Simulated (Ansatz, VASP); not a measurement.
Al2Cu in VASP and in Ansatz

```
Cu Al
1.0
     4.13237    0.00000    0.00000
     0.00000    4.13237    0.00000
     0.00000    0.00000    2.91046
Cu Al
1 2
Direct
  0.00000 0.00000 0.00000
  0.00000 0.50000 0.50000
  0.50000 0.00000 0.50000
```

Change from the starting cell: volume scaled by 1.02.

Alike in both runs: task single point; functional LDA; k mesh 7 × 7 × 9; occupations fermi-dirac, width 0.05 eV; no spin polarisation.

```csv
,VASP,Ansatz
version,VASP 6.6.1,Ansatz 0.2.0
potentials or method,"VASP PAW LDA potentials, release 64 (Cu, Al), cutoff 520 eV","all-electron LAPW, scalar-relativistic"
```

|  | VASP | Ansatz | Ansatz less VASP |
| --- | --- | --- | --- |
| gap on the k mesh at the Fermi level (eV) | none | none | - |
| pressure (GPa) | -6.3 | -6.5 | -0.21 |
| largest component of the traceless stress (GPa) | 0.82 | 0.80 | -0.019 |

A gap of «none» marks a metal or a gap that the smearing closes. Ansatz ran all-electron here, so the differences hold the error of VASP's frozen core and of both bases.
